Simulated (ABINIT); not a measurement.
BeTe: band structure with SOGGA

Crystal: BeTe.

```
CELL_PARAMETERS angstrom
0.00000 2.77000 2.77000
2.77000 0.00000 2.77000
2.77000 2.77000 0.00000
ATOMIC_POSITIONS crystal
Te 0.75000 0.75000 0.75000
Be 0.00000 0.00000 0.00000
```

```json
{
 "Program": "ABINIT 10.8.3 (patched build)",
 "Task": "band structure",
 "Functional": "SOGGA",
 "Potentials or basis": "JTH PAW PBE v2.0",
 "Cutoff": "408 eV",
 "k mesh": "8 × 8 × 8",
 "Occupations": "fermi-dirac, width 0.05 eV",
 "Spin": "no spin polarisation",
 "Fine-grid cutoff": "816.342 eV",
 "Exchange and correlation inside the PAW spheres": "full angular mesh (pawxcdev 0, this build's default; the released program takes 1)"
}
```

| Property | Result |
| --- | --- |
| Band gap on the k mesh | 1.64 eV, indirect (least direct gap 3.58 eV) |
| Valence electrons inside the program's atomic spheres | Te 3.22; Be 2.54 |

Levels at the corners of the path, in eV from the valence-band top:
| point | band 2 | band 3 | band 4 | band 5 | band 6 | band 7 | band 8 | band 9 |
| --- | --- | --- | --- | --- | --- | --- | --- | --- |
| Γ | -12.67 | 0.00 | 0.00 | 0.00 | 3.58 | 3.58 | 3.58 | 4.08 |
| X | -10.64 | -5.42 | -2.84 | -2.84 | 1.64 | 2.47 | 10.25 | 10.25 |
| W | -10.60 | -4.83 | -4.02 | -3.52 | 5.18 | 5.53 | 5.76 | 6.50 |
| K | -10.66 | -5.04 | -4.23 | -2.41 | 2.48 | 5.30 | 8.26 | 8.61 |
| Γ | -12.67 | 0.00 | 0.00 | 0.00 | 3.58 | 3.58 | 3.58 | 4.08 |
| L | -11.19 | -5.93 | -1.21 | -1.21 | 3.15 | 4.54 | 4.54 | 7.89 |
| U | -10.66 | -5.04 | -4.23 | -2.41 | 2.48 | 5.30 | 8.26 | 8.61 |
| W | -10.60 | -4.83 | -4.02 | -3.52 | 5.18 | 5.53 | 5.76 | 6.50 |
| L | -11.19 | -5.93 | -1.21 | -1.21 | 3.15 | 4.54 | 4.54 | 7.89 |
| K | -10.66 | -5.04 | -4.23 | -2.41 | 2.48 | 5.30 | 8.26 | 8.61 |

Run time: 29 s on 1 thread of Arm Neoverse V1, on a shared host, peak memory 0.11 GiB.

Caveat: spin-orbit coupling is left out, which moves the levels of the heavy elements. A k mesh can miss the band edges.
